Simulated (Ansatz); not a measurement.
Level of theory: Ansatz 0.2.0, DFT PBE, scalar-relativistic, plane waves, PAW. Settings: cutoff 420 eV, Γ-centred meshes spaced at most about 0.3 Å⁻¹, and about 0.25 Å⁻¹ or finer for metals (2π included), Gaussian smearing. No spin polarisation in the final relaxations.

These are static total energies at zero pressure. All come from trial cells, and lower structures may exist.

Question: Order these relaxed structures of P by energy, lowest first, with the energy over the lowest of them.
A.

```xyz
4
Lattice="4.5930 0.0000 0.0000 0.0000 3.3051 0.0000 -1.1969 0.0000 5.7898" Properties=species:S:1:pos:R:3 pbc="T T T"
P     1.5059    0.0000    4.7314
P     0.3973    1.6526    1.0598
P     1.8903    0.0000    1.0584
P     2.9989    1.6526    4.7301
```

B.

```xyz
8
Lattice="-3.9390 3.9390 3.2192 3.9390 -3.9390 3.2192 3.9390 3.9390 -3.2192" Properties=species:S:1:pos:R:3 pbc="T T T"
P     3.4699    2.4427   -0.2142
P     0.4692    1.4964    3.0050
P     5.4354    0.4692    1.3954
P     2.4427   -0.4692    1.3954
P     4.4082   -1.4964    1.8238
P     3.4699    1.4964    1.8238
P     2.4427    4.4082    0.2142
P     1.4964   -0.4692    3.4334
```

C.

```xyz
2
Lattice="1.7404 1.0048 3.0675 -1.7404 1.0048 3.0675 0.0000 -2.0097 3.0675" Properties=species:S:1:pos:R:3 pbc="T T T"
P     0.0000    0.0000    2.1111
P     0.0000    0.0000    7.0914
```

D.

```xyz
2
Lattice="-1.7480 1.7480 2.4849 1.7480 -1.7480 2.4849 1.7480 1.7480 -2.4849" Properties=species:S:1:pos:R:3 pbc="T T T"
P     0.0000    0.0000    1.3509
P     0.0000    0.0000    3.6189
```

Answer: A (0 meV/atom), B (31 meV/atom), C (41 meV/atom), D (76 meV/atom). Forms: A P2/m; B I-42d; C R-3m; D I4/mmm. Counting all near atoms (those within 1.25 times the shortest such distance or 1.15 times the sum of covalent radii; a plus sign parts nearer from farther groups): A has P 3; B has P 3; C has P 3+3; D has P 1+5.

The k mesh leaves some 4 meV/atom of noise in the energy of each metallic cell. No dispersion correction is applied, so the spacing and binding between layers, chains or molecules are poorly described (P2/m, R-3m), and this can change margins and order among such cells. Cells relaxed within their symmetry can be saddle points. The R-3m cell of P came from shaking the I4/mmm one. The part of the Crystallography Open Database at hand lists P in space groups No. 2, 13, 64, 123; no cell shown has one of them. Some candidate types were left out of the draw beforehand, so a known form may be missing.
